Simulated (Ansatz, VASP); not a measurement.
## SiO2: VASP beside Ansatz

```
CELL_PARAMETERS angstrom
4.38930 0.00000 0.00000
0.00000 4.38930 0.00000
0.00000 0.00000 2.61383
ATOMIC_POSITIONS crystal
Si 0.50000 0.50000 0.50000
Si 0.00000 0.00000 0.00000
O 0.69443 0.69443 0.00000
O 0.19443 0.80557 0.50000
O 0.30557 0.30557 0.00000
O 0.80557 0.19443 0.50000
```

Alike in both runs: task single point; functional LDA; k mesh 6 × 6 × 10; occupations gaussian, width 0.05 eV; no spin polarisation.

|  | VASP | Ansatz |
| --- | --- | --- |
| version | VASP 6.6.1 | Ansatz 0.2.0 |
| potentials or method | VASP PAW LDA potentials, release 64 (Si, O) | scalar-relativistic, plane waves, PAW |
| plane-wave cutoff (eV) | 520 | 520 |
| valence electrons in the cell | 32 | 32 |

VASP gave:

| Property | Result |
| --- | --- |
| gap on the k mesh at the Fermi level (eV) | 4.41 |
| least direct gap on the mesh (eV) | 4.41 |
| pressure (GPa) | -21.0 |
| largest component of the traceless stress (GPa) | 17.89 |
| rms of the force components (eV/Å) | 0.541 |

**Question.** Which values does Ansatz return?

**Answer.** gap on the k mesh at the Fermi level (eV): 4.42; least direct gap on the mesh (eV): 4.42; pressure (GPa): -21.9; largest component of the traceless stress (GPa): 17.12; rms of the force components (eV/Å): 0.567.

Atom by atom the forces differ by 0.027 eV/Å (rms over components). Ansatz warned: «pseudo_functional_mismatch».

Caveats: so large a pressure means that the cell lies far from this level's equilibrium, or that cutoff or potentials fall short (VASP); forces of over 1 eV/Å show positions far from the minimum, so gaps and moduli don't describe the material at rest. A k mesh can miss the band edges.
